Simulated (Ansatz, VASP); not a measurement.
Ba in VASP and in Ansatz

File INCAR:

```
PREC = Accurate ; ENCUT = 520
EDIFF = 1E-6 ; ISMEAR = -1
SIGMA = 0.05 ; LREAL = F
LASPH = T ; NELM = 60
ALGO = Normal ; ISIF = 2
LWAVE = F ; LCHARG = F
GGA = PE ; NBANDS = 11
```

Contents of KPOINTS:

```
Automatic mesh
0
Gamma
  8 8 8
```

The input POSCAR:

```
Ba
1.0
   -2.4726242257      2.4726242257      2.4726242257
    2.4726242257     -2.4726242257      2.4726242257
    2.4726242257      2.4726242257     -2.4726242257
Ba
1
Direct
    0.0000000000      0.0000000000      0.0000000000
```

Contents of input.yaml:

```yaml
crystal:
  lattice:
    - [-2.4726242257, 2.4726242257, 2.4726242257]
    - [2.4726242257, -2.4726242257, 2.4726242257]
    - [2.4726242257, 2.4726242257, -2.4726242257]
  atoms:
    - { symbol: Ba, position: [0.0, 0.0, 0.0] }
kpoints:
  mp_grid: { grid: [8, 8, 8] }
scf:
  occupations: { method: fermi_dirac, width: 0.05 }
hamiltonian:
  xc: pbe
  pseudopotentials: { kind: all_electron, lapw: { basis_error: 0.0005 } }
output:
  forces: true
  stress: true
  eigenvalues: true
```

Change from the starting cell: volume scaled by 0.96.

Alike in both runs: task single point; functional PBE; k mesh 8 × 8 × 8; occupations fermi-dirac, width 0.05 eV; no spin polarisation.

|  | VASP | Ansatz |
| --- | --- | --- |
| version | VASP 6.6.1 | Ansatz 0.2.0 |
| potentials or method | VASP PAW PBE potentials, release 64 (Ba_sv) | all-electron LAPW, scalar-relativistic |
| plane-wave cutoff (eV) | 520 | see its input |

|  | VASP | Ansatz | Ansatz less VASP |
| --- | --- | --- | --- |
| gap on the k mesh at the Fermi level (eV) | none | none | - |
| pressure (GPa) | 0.4 | 0.4 | -0.06 |

A gap of «none» marks a metal or a gap that the smearing closes. Ansatz ran all-electron here, so the differences hold the error of VASP's frozen core and of both bases.

Spin-orbit coupling is left out, which matters for the levels of Ba.
